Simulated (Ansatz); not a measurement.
Input of an Ansatz 0.2.0 run:

The input input.yaml:

```yaml
crystal:
  lattice:
    - [0.0, 2.22, 2.22]
    - [2.22, 0.0, 2.22]
    - [2.22, 2.22, 0.0]
  atoms:
    - { symbol: Hf, position: [0.0, 0.0, 0.0] }
hamiltonian:
  xc: pbesol
  pseudopotentials: { kind: paw }
kpoints:
  mp_grid: { grid: [10, 10, 10] }
scf:
  occupations: { method: fermi_dirac, width: 0.05 }
output:
  forces: true
  stress: true
  eigenvalues: true
relax:
  f_tol: 0.01
  max_steps: 40
  cell: { stress_tol: 0.05 }
```

Potentials or basis: Ansatz PAW.

The run is started by

```console
$ ansatz run input.yaml --threads 2 --pin off --max-ram 5632MiB --backend cpu --events-out ev --progress --plain --runs-dir out
```

(1) Estimate the space group after relaxing (to 0.05 Å).

(2) What does it give for the relaxed cell?

Answers

(1) Fm-3m (No. 225).

(2) a = 3.124 Å, b = 3.124 Å, c = 3.124 Å, α = 60.00°, β = 60.00°, γ = 60.00°.
